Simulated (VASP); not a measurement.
A run of VASP 6.6.1 is set up as follows.

Contents of INCAR:

```
  PREC = Accurate
  ENCUT = 520
  EDIFF = 1E-7
  ISMEAR = 1
  SIGMA = 0.1
  LREAL = F
  LASPH = T
  NELM = 120
  ALGO = Normal
  ISIF = 2
  LWAVE = F
  LCHARG = F
  LDIPOL = T
  IDIPOL = 3
  DIPOL = 0.5 0.5 0.500
  METAGGA = R2SCAN
  LMIXTAU = T
  LUSE_VDW = T
  IVDW_NL = 2
  BPARAM = 11.95
  CPARAM = 0.0093
  IBRION = 2
  NSW = 90
  EDIFFG = -0.02
  KPAR = 2
```

File KPOINTS:

```
Automatic mesh
0
Gamma
  15 15 1
```

File POSCAR:

```
Ag
1.0
    2.9393625700      0.0000000000      0.0000000000
   -1.4696812800      2.5455626200      0.0000000000
    0.0000000000      0.0000000000     29.1862216700
Ag
4
Direct
    1.0000000000      0.0000000000      0.3818156500
    0.6666660000      0.3333340000      0.4606029200
    0.3333330000      0.6666670000      0.5393970800
    1.0000000000      0.0000000000      0.6181843500
```

Potentials or basis: VASP PAW PBE potentials, release 64 (Ag).

Command:

```sh
$ cat potpaw_PBE.64/Ag/POTCAR > POTCAR
$ mpirun -np 2 vasp_std > vasp.out
```

(1) What does it give for the energy gained by relaxing?

(2) What does it give for the band gap on the k mesh?

Answers

(1) 0.4 meV/atom.

(2) none (metal or under the smearing width).
